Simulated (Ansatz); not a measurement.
## 1T-SnSTe monolayer in a perpendicular field

Wanted: the out-of-plane response of the 1T-SnSTe monolayer. A positive field points along +c.

Calculated with Ansatz 0.2.0; plane-wave DFT, PBE-D3(BJ), Ansatz PAW.

### Step 1. The structure

The cell holds 3 atoms: 1 Te, 1 Sn and 1 S. Its edges and angles: a = 3.742 Å, b = 3.742 Å, c = 35.831 Å, α = 90.0°, β = 90.0°, γ = 120.0°. Vacuum lies along c.

### Step 2. Relaxation

The starting cell is a guess, so the in-plane lattice and the atoms are relaxed first, with the slab cut off from its images along the normal.

Input file input.yaml:

```yaml
crystal:
  lattice:
    - [3.7422765, 0.0, 0.0]
    - [-1.87113825, 3.240906517, 0.0]
    - [0.0, 0.0, 35.8305228466]
  atoms:
    - { symbol: Te, position: [0.6666666667, 0.3333333333, 0.4660830675] }
    - { symbol: Sn, position: [0.0, 0.0, 0.5089542158] }
    - { symbol: S, position: [0.3333333333, 0.6666666667, 0.5339169325] }
  periodic: [true, true, false]
kpoints:
  mp_grid: { grid: [12, 12, 1] }
hamiltonian:
  xc: pbe
  dispersion: d3bj
scf:
  occupations: { method: fermi_dirac, width: 0.05 }
  convergence: { dr2_threshold: 1.0e-09 }
relax:
  f_tol: 0.004
  max_steps: 90
  cell: {}
output:
  write_potential: true
  write_density: true
  volumetric_format: npy
```

The run is started by

```bash
$ ansatz run input.yaml --threads 2 --pin off --max-ram 3072MiB --backend cpu --events-out ev --progress --plain --runs-dir out
```

Numbers of over 12 decimals in the logs are rounded to 6 here.

Output:

```text
Warning: relax.cell: scf.convergence.dr2_threshold = 1e-9 eV is looser than the 1.9415226538e-10 eV advised for a relaxation that steers and ends on the stress (1e-10 eV for each atom of the cell: 3, times the square of relax.cell.stress_2d_tol = 0.05 N/m over 12.4 Å (the atoms' height at the walk's start and 5 Å past either face), 4.022e-2 GPa, over a crystal's default 0.05). What an SCF threshold leaves in a stress goes as its square root, and in the free energy as the threshold itself, and one threshold admits the most on a small cell: [figures from the program's tests cut] Set scf.convergence.dr2_threshold to 1.9415226538e-10 eV or tighter. [rest of the remark cut]
Engine: ansatz 0.2.0, aarch64-unknown-linux-gnu
Pseudopotentials: kind: paw
Pseudopotential: Te, paw, valence charge 16, recommended cutoff 420 eV (normal), Te.paw.azcp
Pseudopotential: Sn, paw, valence charge 14, recommended cutoff 420 eV (normal), Sn.paw.azcp
Pseudopotential: S, paw, valence charge 6, recommended cutoff 420 eV (normal), S.paw.azcp
Functional definition: PBE
  parameter kappa = 0.804
  parameter beta = 0.066725
  exchange = pbe_x(kappa = kappa, mu = beta*pi^2/3)
  correlation = pbe_c(beta = beta)
Crystal: 3 atoms, lattice volume = 434.566 Å³
Basis set: ecut = 420 eV, 8519 PW (Γ), exchange–correlation on 54×54×480 points (8 copies of the dense FFT grid, shifted against one another)
Bands: 22, of which v1, the nominal top of the filled ones, is band 18 counted from 1 (17 counted from 0)
Symmetry: 6 space group operations
Space group: P3m1 (ITA 156), of the structure as read, at distance tolerance 7.6e-5 Å
k-points: 19 of 144 (time reversal used)
Non-local potential: Te, projectors of the file, l = 0: 2, l = 1: 2, l = 2: 2, l = 3: 2
Non-local potential: Sn, projectors of the file, l = 0: 2, l = 1: 2, l = 2: 2, l = 3: 2
Non-local potential: S, projectors of the file, l = 0: 2, l = 1: 2, l = 2: 2
PAW form: soft (Blöchl's): semilocal exchange-correlation on the pseudo side does not see the compensation charge
PAW one-centre angular grid: Te, 590 points (default); XC on 64 Gauss nodes
PAW one-centre angular grid: Sn, 590 points (default); XC on 64 Gauss nodes
PAW one-centre angular grid: S, 110 points (default); XC on 64 Gauss nodes
Initial density: superposition of atomic densities (neutral atoms: chi_scale 0, normalization atom), corrected by the library's trained network
Initial wavefunctions: pseudopotential atomic-orbital guess
Functional: x = pbe(κ = 0.804, μ = 0.219515), c = pbe(β = 0.066725)
SCF iter   1: F=—  HF=-13904.850495 eV  |F-HF|=—  |Δ(HF+E_count)|=         —  Δρ=1.82e-3  dr2=3.34e-2  ethr=1.77e-3  ⟨swp⟩=18.3  Hψ=4111  notcnv=0
preconditioner: auto → Resta (q_TF=auto, 1.801 Å⁻¹)  ε∞=1.5  [insulator: Δε(μ)=0.678 eV  Ē_g=10.085 eV  σ=0.050 eV  W_gap=1.00  n_scr=20 (ndim 8)  ℏωp=7.1 eV  f_vac=0.813  D(μ)=0.00/eV (n_scr^D=0)  ε∞_Penn≈1.5  vacuum switching on, ρ_ref=7.4e-3 e/Å³]
SCF iter   2: F=—  HF=-13904.851281 eV  |F-HF|=—  |Δ(HF+E_count)|=   7.86e-4  Δρ=1.15e-3  dr2=6.49e-2  ethr=9.29e-5  ⟨swp⟩=5.5  Hψ=1386  notcnv=0
SCF iter   3: F=—  HF=-13904.845203 eV  |F-HF|=—  |Δ(HF+E_count)|=   6.08e-3  Δρ=6.83e-4  dr2=1.20e-2  ethr=9.29e-5  ⟨swp⟩=5.3  Hψ=913  notcnv=0  defer=1
SCF iter   4: F=—  HF=-13904.844298 eV  |F-HF|=—  |Δ(HF+E_count)|=   9.05e-4  Δρ=2.88e-4  dr2=1.02e-3  ethr=3.32e-5  ⟨swp⟩=2.6  Hψ=567  notcnv=0
SCF iter   5: F=—  HF=-13904.844446 eV  |F-HF|=—  |Δ(HF+E_count)|=   1.48e-4  Δρ=6.39e-5  dr2=1.88e-5  ethr=2.83e-6  ⟨swp⟩=3.5  Hψ=863  notcnv=0
SCF iter   6: F=—  HF=-13904.844472 eV  |F-HF|=—  |Δ(HF+E_count)|=   2.56e-5  Δρ=1.88e-5  dr2=1.33e-6  ethr=5.22e-8  ⟨swp⟩=3.6  Hψ=1052  notcnv=0
SCF iter   7: F=—  HF=-13904.844496 eV  |F-HF|=—  |Δ(HF+E_count)|=   2.36e-5  Δρ=8.91e-6  dr2=4.20e-7  ethr=3.70e-9  ⟨swp⟩=3.0  Hψ=902  notcnv=0
SCF iter   8: F=—  HF=-13904.844496 eV  |F-HF|=—  |Δ(HF+E_count)|=   3.95e-9  Δρ=1.83e-6  dr2=2.42e-8  ethr=1.17e-9  ⟨swp⟩=2.8  Hψ=850  notcnv=0
SCF iter   9: F=—  HF=-13904.844496 eV  |F-HF|=—  |Δ(HF+E_count)|=   2.84e-9  Δρ=6.24e-7  dr2=1.87e-9  ethr=6.73e-11  ⟨swp⟩=3.2  Hψ=944  notcnv=0
SCF iter  10: F=-13904.844496 eV  HF=-13904.844496 eV  |F-HF|=4.00e-11  |Δ(HF+E_count)|=   3.31e-9  Δρ=2.29e-7  dr2=3.57e-10  ethr=2.78e-12  ⟨swp⟩=13.5  Hψ=3487  notcnv=0
SCF 1 converged in 10 iterations: F = -13904.844496 eV  dr2 = 3.57e-10
  greatest PAW one-centre occupation: 0.998 electrons in one spin orbital (limit 2), on the Te atom at site 0 (counted from 0), in its partial waves of l = 2
relax step   1: F+E_penalty+E_count = -13904.84449557 eV  Δ(F+E_penalty+E_count) = +0.000e0 eV  max|allowed force component| = 5.597e0 eV/Å  Δτ_max = 0.0000 Å  P = +20.484 N/m  Ω = 434.566 Å³  fix = [c, alpha, beta]  reactions: c +0.000 N/m  (10 SCF iters, accepted)
Crystal: 3 atoms, lattice volume = 442.848 Å³
Basis set: ecut = 420 eV, 8711 PW (Γ), exchange–correlation on 54×54×480 points (8 copies of the dense FFT grid, shifted against one another)
Initial density: handed on by an earlier stage of this run
Initial wavefunctions: those handed on with the density
iter 1 solved again at ethr=3.17e-4 eV; its pass at ethr=3.10e-3 eV (dr2=1.14e-1 eV) is discarded
SCF iter   1: F=—  HF=-13906.598128 eV  |F-HF|=—  |Δ(HF+E_count)|=         —  Δρ=4.22e-3  dr2=1.11e-1  ethr=3.17e-4  ⟨swp⟩=2.1  Hψ=3667  notcnv=0
preconditioner: auto → LDOS  [metal: Δε(μ)=0.128 eV  Ē_g=9.511 eV  σ=0.050 eV  W_gap=0.45  n_scr=20 (ndim 8)  ℏωp=7.1 eV  f_vac=0.804  D(μ)=1.10/eV (n_scr^D=6)  β→1.0]
SCF iter   2: F=—  HF=-13906.600557 eV  |F-HF|=—  |Δ(HF+E_count)|=   2.43e-3  Δρ=2.77e-3  dr2=8.76e-2  ethr=3.09e-4  ⟨swp⟩=4.9  Hψ=1061  notcnv=0
SCF iter   3: F=—  HF=-13906.575215 eV  |F-HF|=—  |Δ(HF+E_count)|=   2.53e-2  Δρ=5.90e-4  dr2=2.48e-3  ethr=2.43e-4  ⟨swp⟩=4.0  Hψ=835  notcnv=0
SCF iter   4: F=—  HF=-13906.574953 eV  |F-HF|=—  |Δ(HF+E_count)|=   2.62e-4  Δρ=1.29e-4  dr2=9.49e-5  ethr=6.90e-6  ⟨swp⟩=3.3  Hψ=892  notcnv=0
SCF iter   5: F=—  HF=-13906.574955 eV  |F-HF|=—  |Δ(HF+E_count)|=   2.30e-6  Δρ=6.69e-5  dr2=2.11e-5  ethr=2.64e-7  ⟨swp⟩=3.2  Hψ=901  notcnv=0
SCF iter   6: F=—  HF=-13906.574949 eV  |F-HF|=—  |Δ(HF+E_count)|=   5.69e-6  Δρ=1.49e-5  dr2=8.91e-7  ethr=5.87e-8  ⟨swp⟩=3.2  Hψ=849  notcnv=0
SCF iter   7: F=—  HF=-13906.574975 eV  |F-HF|=—  |Δ(HF+E_count)|=   2.58e-5  Δρ=4.57e-6  dr2=1.90e-7  ethr=2.47e-9  ⟨swp⟩=3.4  Hψ=945  notcnv=0
SCF iter   8: F=—  HF=-13906.574975 eV  |F-HF|=—  |Δ(HF+E_count)|=   4.84e-8  Δρ=9.26e-7  dr2=3.80e-9  ethr=5.29e-10  ⟨swp⟩=3.4  Hψ=900  notcnv=0
[...]
SCF iter   7: F=—  HF=-13907.320664 eV  |F-HF|=—  |Δ(HF+E_count)|=   2.45e-5  Δρ=3.83e-6  dr2=7.87e-8  ethr=4.04e-9  ⟨swp⟩=3.1  Hψ=878  notcnv=0
SCF iter   8: F=—  HF=-13907.320665 eV  |F-HF|=—  |Δ(HF+E_count)|=   9.08e-8  Δρ=1.08e-6  dr2=8.19e-9  ethr=2.18e-10  ⟨swp⟩=3.7  Hψ=971  notcnv=0
SCF iter   9: F=-13907.320665 eV  HF=-13907.320665 eV  |F-HF|=4.11e-9  |Δ(HF+E_count)|=   5.02e-9  Δρ=2.95e-7  dr2=5.50e-10  ethr=2.78e-12  ⟨swp⟩=12.4  Hψ=3307  notcnv=0
SCF 3 converged in 9 iterations: F = -13907.320665 eV  dr2 = 5.50e-10
relax step   3: F+E_penalty+E_count = -13907.32066458 eV  Δ(F+E_penalty+E_count) = -7.457e-1 eV  max|allowed force component| = 1.192e0 eV/Å  Δτ_max = 0.1947 Å  P = +3.482 N/m  Ω = 443.768 Å³  energy of the carried Pulay correction = -7.070e-4 eV  fix = [c, alpha, beta]  reactions: c +0.000 N/m  (9 SCF iters, accepted)
[...]
relax step   4: F+E_penalty+E_count = -13907.41708525 eV  Δ(F+E_penalty+E_count) = -9.642e-2 eV  max|allowed force component| = 4.804e-1 eV/Å  Δτ_max = 0.2000 Å  P = +0.031 N/m  Ω = 445.818 Å³  energy of the carried Pulay correction = -8.625e-4 eV  fix = [c, alpha, beta]  reactions: c +0.000 N/m  (10 SCF iters, accepted)
[...]
relax step   5: F+E_penalty+E_count = -13907.44383128 eV  Δ(F+E_penalty+E_count) = -2.675e-2 eV  max|allowed force component| = 1.592e-1 eV/Å  Δτ_max = 0.1041 Å  P = +1.203 N/m  Ω = 446.691 Å³  energy of the carried Pulay correction = -9.286e-4 eV  fix = [c, alpha, beta]  reactions: c +0.000 N/m  (9 SCF iters, accepted)
[...]
relax step   6: F+E_penalty+E_count = -13907.45440261 eV  Δ(F+E_penalty+E_count) = -1.057e-2 eV  max|allowed force component| = 5.202e-2 eV/Å  Δτ_max = 0.0099 Å  P = +0.289 N/m  Ω = 454.944 Å³  energy of the carried Pulay correction = -1.546e-3 eV  fix = [c, alpha, beta]  reactions: c +0.000 N/m  (8 SCF iters, accepted)
[...]
relax step   7: F+E_penalty+E_count = -13907.45529678 eV  Δ(F+E_penalty+E_count) = -8.942e-4 eV  max|allowed force component| = 3.135e-2 eV/Å  Δτ_max = 0.0100 Å  P = +0.045 N/m  Ω = 458.622 Å³  energy of the carried Pulay correction = -1.818e-3 eV  fix = [c, alpha, beta]  reactions: c +0.000 N/m  (7 SCF iters, accepted)
[...]
relax step   8: F+E_penalty+E_count = -13907.45532122 eV  Δ(F+E_penalty+E_count) = -2.444e-5 eV  max|allowed force component| = 1.708e-3 eV/Å  Δτ_max = 0.0019 Å  P = -0.004 N/m  Ω = 459.188 Å³  energy of the carried Pulay correction = -1.859e-3 eV  fix = [c, alpha, beta]  reactions: c -0.000 N/m  (6 SCF iters, accepted)
Initial wavefunctions: pseudopotential atomic-orbital guess (no wavefunctions were taken with the density)
iter 1 solved again at ethr=3.61e-6 eV; its pass at ethr=3.10e-3 eV (dr2=1.30e-3 eV) is discarded
SCF iter   1: F=—  HF=-13907.454080 eV  |F-HF|=—  |Δ(HF+E_count)|=         —  Δρ=8.86e-5  dr2=1.12e-6  ethr=3.61e-6  ⟨swp⟩=4.2  Hψ=4817  notcnv=0
eigensolver tolerance schedule: the retry pair's looser diagonalisation over-reported the residual by 1161.43 of it (diagonalisation noise at an unbounded share of the residual, at the tolerance the schedule requests for it); recorded, not acted on — ethr = c·dr2/N_el stays at c = 1.0e-1
preconditioner: auto → LDOS  [metal: Δε(μ)=0.110 eV  Ē_g=8.679 eV  σ=0.050 eV  W_gap=0.49  n_scr=20 (ndim 8)  ℏωp=6.9 eV  f_vac=0.793  D(μ)=1.25/eV (n_scr^D=8)  β→1.0]
SCF iter   2: F=—  HF=-13907.456385 eV  |F-HF|=—  |Δ(HF+E_count)|=   2.30e-3  Δρ=8.45e-6  dr2=2.91e-7  ethr=3.10e-9  ⟨swp⟩=4.9  Hψ=1301  notcnv=0
SCF iter   3: F=—  HF=-13907.456378 eV  |F-HF|=—  |Δ(HF+E_count)|=   6.35e-6  Δρ=2.99e-6  dr2=4.78e-8  ethr=8.08e-10  ⟨swp⟩=3.1  Hψ=945  notcnv=0
SCF iter   4: F=—  HF=-13907.456384 eV  |F-HF|=—  |Δ(HF+E_count)|=   5.60e-6  Δρ=5.71e-7  dr2=1.74e-9  ethr=1.33e-10  ⟨swp⟩=2.6  Hψ=722  notcnv=0
SCF iter   5: F=-13907.456384 eV  HF=-13907.456384 eV  |F-HF|=1.69e-8  |Δ(HF+E_count)|=   5.81e-7  Δρ=2.19e-7  dr2=5.18e-10  ethr=2.78e-12  ⟨swp⟩=17.6  Hψ=3845  notcnv=0
SCF 9 converged in 5 iterations: F = -13907.456384 eV  dr2 = 5.18e-10
relax step   9: F+E_penalty+E_count = -13907.45638438 eV  Δ(F+E_penalty+E_count) = -1.063e-3 eV  max|allowed force component| = 1.783e-3 eV/Å  Δτ_max = 0.0000 Å  P = -0.023 N/m  Ω = 459.188 Å³  fix = [c, alpha, beta]  reactions: c -0.000 N/m  stress off target by 2.34e-2 N/m on what of the cell is left free  SCF on the basis re-selected at this cell (its energy is not comparable with the rows above)  (5 SCF iters)
basis re-selected at this cell: Δ(F+E_penalty+E_count) = -1.063e-3 eV, ΔP = -0.020 N/m vs the last step (what re-selecting the basis moved, of the pressure what is left beyond the Pulay correction that the steps carried, after the strain that the cell walked since its last selection, with what the two solves' SCF thresholds leave and, on support functions, any second-order correction that the steps lacked; it is no m [...]
WARN: The input density's exchange-correlation potential varies sharply where the density is thin. Do not read a vacuum level from v_tot or v_xc, or from such a field of the output density. On a cell that repeats whose density bears no net charge and no dipole along the vacuum's axis use v_es (v_loc + v_h of the components); under efield.dipole_correction with no amplitude use v_es + v_field, which holds any external [...]
SCF converged after 5 iterations
Free energy (F): -13907.456384 eV
Harris-Foulkes:  -13907.456384 eV  (|F-HF|=1.69e-8)
Internal energy: -13907.446161 eV  (E = F + TS)
E sigma→0 (E₀):  -13907.451273 eV
Entropy (-TS):   -0.010224 eV (-3.408 meV/atom)
Fermi energy:    -5.114063 eV
--- Per-component energies (eV) ---
  E_band       = -855.093982
  E_kinetic    = 473.100683
  E_local      = -69919.877542  (includes V_loc(G=0)·N_el)
  E_nonlocal   = -312.682716
  E_hartree    = 34967.936132
  E_xc         = -601.999909
  E_vxc        = -285.311488  (∫ρ·V_xc dr)
  E_paw        = -9402.831947  (= ΣΔE_a)
  E_vpaw       = -746.197015  (= ΣTr[D̂ρ^β])
  E_aug_tail   = -0.000191  (compensation charges beyond the density's cutoff)
  E_ewald      = 30889.701482
  E_disp       = -0.792154  (pairwise vdW)
  E_smearing   = -0.010224  (= −TS)
  E_closure    = 0.000000  (closes the sum)
  Σ components = -13907.456384   (vs F -13907.456384, Δ=0.00e0)
--- Forces (eV/Å), atoms counted from 1 ---
  atom   1  Te     0.00000000     0.00000000     0.00178330
  atom   2  Sn     0.00000000     0.00000000    -0.00160890
  atom   3  S     -0.00000000     0.00000000    -0.00017355
  max |Σ_I F_I| component: 8.53e-7 eV/Å
--- 2D stress c σ (N/m, compression-positive) ---
       -0.023403      -0.000000       0.000000
       -0.000000      -0.023403       0.000000
        0.000000       0.000000      -0.000000
  P = ½ c Tr σ = -0.0234 N/m
--- Band table (eV; the first three rows and the last of 19) ---
  k-point 0: bands = [... 14 lower, -7.0346, -7.0346, -4.8337, -4.8337, -4.6022, -2.1091, -1.4246, -1.4246]
  k-point 1: bands = [... 14 lower, -7.1828, -7.1358, -5.4848, -4.9262, -4.2412, -1.8849, -1.4549, -1.2678]
  k-point 2: bands = [... 14 lower, -7.3915, -7.1193, -6.5349, -5.1496, -3.9429, -2.1118, -0.9185, -0.8986]
  k-point 18: bands = [... 14 lower, -9.2356, -9.1492, -7.0474, -6.5766, -4.5384, -1.3756, -0.7824, -0.1024]
  the weakly bound empty levels are not read free of the cell's end (no_gap_told)
--- Relaxed structure (8 steps of the walk, 8 accepted, 1 SCFs on fresh bases) ---
  F+E_penalty+E_count = -13907.45638438 eV   max|allowed force component| = 1.783e-3 eV/Å   (the final SCF, on the basis selected at the relaxed cell)
  cell:  # Å, volume = 459.1882 Å³
    - [3.846834, 7.738827048172016e-18, 0]
    - [-1.923417, 3.331456, 0]
    - [0, 0, 35.8305228466]
  atoms:
    - { symbol: Te, position: [0.666667, 0.333333, 0.454252] }
    - { symbol: Sn, position: [-1.0576178308121779e-18, 0, 0.507462] }
    - { symbol: S, position: [0.333333, 0.666667, 0.547240] }
```

Elapsed: 73 s, on 2 threads of Arm Neoverse V2, shared host; peak memory 0.68 GiB; 2.4 min of CPU time.

Relaxation path:

| step | energy less that of the first step (eV) | largest force component (eV/Å) | volume (Å³) |
| --- | --- | --- | --- |
| 1 | 0.0000 | 5.5975 | 434.57 |
| 2 | -1.7305 | 3.6600 | 442.85 |
| 3 | -2.4762 | 1.1924 | 443.77 |
| 4 | -2.5726 | 0.4804 | 445.82 |
| 5 | -2.5993 | 0.1592 | 446.69 |
| 6 | -2.6099 | 0.0520 | 454.94 |
| 7 | -2.6108 | 0.0313 | 458.62 |
| 8 | -2.6108 | 0.0017 | 459.19 |
| 9* | -2.6119 | 0.0018 | 459.19 |

Relaxation steps marked * repeat the geometry before them on a plane-wave basis chosen anew for their cell, so energy and pressure can jump there.

The run keeps the 6 symmetry operations that it works with, so distortions that break them were not tested.

| cell as run | before | after | change |
| --- | --- | --- | --- |
| a (Å) | 3.742 | 3.847 | +2.8 % |
| b (Å) | 3.742 | 3.847 | +2.8 % |

The atoms that moved most (Å, along periodic axes as changes of fractional coordinates times the final cell, across vacuum about the mean position):

| atom | dx | dy | dz | length |
| --- | --- | --- | --- | --- |
| S3 | 0.000 | 0.000 | 0.477 | 0.477 |
| Te1 | 0.000 | 0.000 | -0.424 | 0.424 |
| Sn2 | 0.000 | 0.000 | -0.053 | 0.053 |

Final coordinates:

```cif
data_structure
_symmetry_space_group_name_H-M 'P 1'
_symmetry_Int_Tables_number 1
_cell_length_a 3.8468
_cell_length_b 3.8468
_cell_length_c 35.8305
_cell_angle_alpha 90.000
_cell_angle_beta 90.000
_cell_angle_gamma 120.000
_cell_volume 459.19
loop_
_atom_site_label
_atom_site_type_symbol
_atom_site_fract_x
_atom_site_fract_y
_atom_site_fract_z
_atom_site_occupancy
Te1 Te 0.66667 0.33333 0.45425 1
Sn2 Sn 0.00000 0.00000 0.50746 1
S3 S 0.33333 0.66667 0.54724 1
```

This step gave:

```yaml
energy_at_zero_smearing: -13907.4513 eV
```

The lattice constant a goes from 3.742 to 3.847 Å.

[end of part 1 of 2]

[Logs are printed without paths, hosts, clocks, repeated set-up lines and the standing remarks that a program may print on its own settings, such as how far it seeks lower states.]

[Hosts, paths, dates, database ids (printed as entryN), source tags and the programs' standing remarks are cut or masked in the printed files.]

[Maps of the electrostatic potential energy from Ansatz leave out the sawtooth potential of an applied field or a dipole correction, so their vacuum need not be flat; planar profiles and work functions include it.]
